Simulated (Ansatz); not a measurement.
# SnO: the cost of one run

Computed with Ansatz 0.2.0 (DFT PBE, scalar-relativistic, plane waves, PAW, unless a step's input says otherwise).

**1. The starting structure**

It takes space group P4/nmm (No. 129, tetragonal). Conventional cell: a = 3.799 Å, b = 3.799 Å, c = 4.841 Å, α = 90.00°, β = 90.00°, γ = 90.00°. Around Sn (site symmetry 4mm) lie 4 O at 2.22 Å. O (site symmetry -4m2) is surrounded by 4 Sn at 2.22 Å.

Coordinates:

```cif
data_structure
_symmetry_space_group_name_H-M 'P4/nmm:1'
_symmetry_Int_Tables_number 129
_cell_length_a 3.7986
_cell_length_b 3.7986
_cell_length_c 4.8408
_cell_angle_alpha 90.000
_cell_angle_beta 90.000
_cell_angle_gamma 90.000
_cell_volume 69.85
loop_
_atom_site_label
_atom_site_type_symbol
_atom_site_symmetry_multiplicity
_atom_site_Wyckoff_symbol
_atom_site_fract_x
_atom_site_fract_y
_atom_site_fract_z
_atom_site_occupancy
Sn1 Sn 2 c 0.50000 0.00000 0.23690 1
O1 O 2 a 0.00000 0.00000 0.00000 1
```

The runs take a perfect supercell of 64 atoms; the defect goes to fractional position (0.000, 0.000, 0.000).

**2. The perfect supercell**

input.yaml reads:

```yaml
crystal:
  lattice:
    - [-7.5972, -7.5972, 0.0]
    - [7.5972, -7.5972, 0.0]
    - [0.0, 7.5972, 9.6816]
  atoms:
    - { symbol: Sn, position: [0.934225, 0.184225, 0.61845] }
    - { symbol: Sn, position: [0.934225, 0.184225, 0.11845] }
    - { symbol: Sn, position: [0.684225, 0.434225, 0.61845] }
    - { symbol: Sn, position: [0.934225, 0.684225, 0.11845] }
    - { symbol: Sn, position: [0.434225, 0.184225, 0.61845] }
    - { symbol: Sn, position: [0.684225, 0.434225, 0.11845] }
    - { symbol: Sn, position: [0.934225, 0.684225, 0.61845] }
    - { symbol: Sn, position: [0.434225, 0.184225, 0.11845] }
    - { symbol: Sn, position: [0.684225, 0.934225, 0.11845] }
    - { symbol: Sn, position: [0.184225, 0.434225, 0.61845] }
    - { symbol: Sn, position: [0.434225, 0.684225, 0.11845] }
    - { symbol: Sn, position: [0.684225, 0.934225, 0.61845] }
    - { symbol: Sn, position: [0.184225, 0.434225, 0.11845] }
    - { symbol: Sn, position: [0.434225, 0.684225, 0.61845] }
    - { symbol: Sn, position: [0.184225, 0.934225, 0.11845] }
    - { symbol: Sn, position: [0.184225, 0.934225, 0.61845] }
    - { symbol: Sn, position: [0.815775, 0.315775, 0.38155] }
    - { symbol: Sn, position: [0.565775, 0.065775, 0.38155] }
    - { symbol: Sn, position: [0.815775, 0.315775, 0.88155] }
    - { symbol: Sn, position: [0.565775, 0.065775, 0.88155] }
    - { symbol: Sn, position: [0.815775, 0.815775, 0.88155] }
    - { symbol: Sn, position: [0.315775, 0.315775, 0.38155] }
    - { symbol: Sn, position: [0.565775, 0.565775, 0.88155] }
    - { symbol: Sn, position: [0.815775, 0.815775, 0.38155] }
    - { symbol: Sn, position: [0.065775, 0.065775, 0.38155] }
    - { symbol: Sn, position: [0.315775, 0.315775, 0.88155] }
    - { symbol: Sn, position: [0.565775, 0.565775, 0.38155] }
    - { symbol: Sn, position: [0.065775, 0.065775, 0.88155] }
    - { symbol: Sn, position: [0.315775, 0.815775, 0.88155] }
    - { symbol: Sn, position: [0.065775, 0.565775, 0.88155] }
    - { symbol: Sn, position: [0.315775, 0.815775, 0.38155] }
    - { symbol: Sn, position: [0.065775, 0.565775, 0.38155] }
    - { symbol: O, position: [0.0, 0.0, 0.0] }
    - { symbol: O, position: [0.0, 0.0, 0.5] }
    - { symbol: O, position: [0.0, 0.5, 0.5] }
    - { symbol: O, position: [0.5, 0.0, 0.0] }
    - { symbol: O, position: [0.75, 0.25, 0.5] }
    - { symbol: O, position: [0.0, 0.5, 0.0] }
    - { symbol: O, position: [0.5, 0.0, 0.5] }
    - { symbol: O, position: [0.75, 0.25, 0.0] }
    - { symbol: O, position: [0.5, 0.5, 0.5] }
    - { symbol: O, position: [0.75, 0.75, 0.0] }
    - { symbol: O, position: [0.25, 0.25, 0.5] }
    - { symbol: O, position: [0.5, 0.5, 0.0] }
    - { symbol: O, position: [0.75, 0.75, 0.5] }
    - { symbol: O, position: [0.25, 0.25, 0.0] }
    - { symbol: O, position: [0.25, 0.75, 0.0] }
    - { symbol: O, position: [0.25, 0.75, 0.5] }
    - { symbol: O, position: [0.75, 0.0, 0.0] }
    - { symbol: O, position: [0.0, 0.25, 0.5] }
    - { symbol: O, position: [0.75, 0.0, 0.5] }
    - { symbol: O, position: [0.0, 0.25, 0.0] }
    - { symbol: O, position: [0.75, 0.5, 0.5] }
    - { symbol: O, position: [0.0, 0.75, 0.0] }
    - { symbol: O, position: [0.25, 0.0, 0.0] }
    - { symbol: O, position: [0.5, 0.25, 0.5] }
    - { symbol: O, position: [0.75, 0.5, 0.0] }
    - { symbol: O, position: [0.0, 0.75, 0.5] }
    - { symbol: O, position: [0.25, 0.0, 0.5] }
    - { symbol: O, position: [0.5, 0.25, 0.0] }
    - { symbol: O, position: [0.25, 0.5, 0.5] }
    - { symbol: O, position: [0.5, 0.75, 0.0] }
    - { symbol: O, position: [0.25, 0.5, 0.0] }
    - { symbol: O, position: [0.5, 0.75, 0.5] }
basis:
  ecutwfc: 420
  fft_grid_basis: typed
kpoints:
  mp_grid: { grid: [1, 1, 1] }
hamiltonian:
  xc: pbe
  pseudopotentials: { kind: paw }
scf:
  occupations: { method: gaussian, width: 0.05 }
output:
  forces: true
  stress: false
  eigenvalues: true
  bader: false
  write_density: true
  volumetric_format: npy
```

The run is started by

```sh
ansatz run input.yaml --threads 8 --pin off --max-ram 16384MiB --backend cpu --events-out ev --progress --plain --runs-dir out
```

What time and memory should one allow on 8 threads of Arm Neoverse N1, shared host?

About 11 s, with a peak of 1.5 GiB.
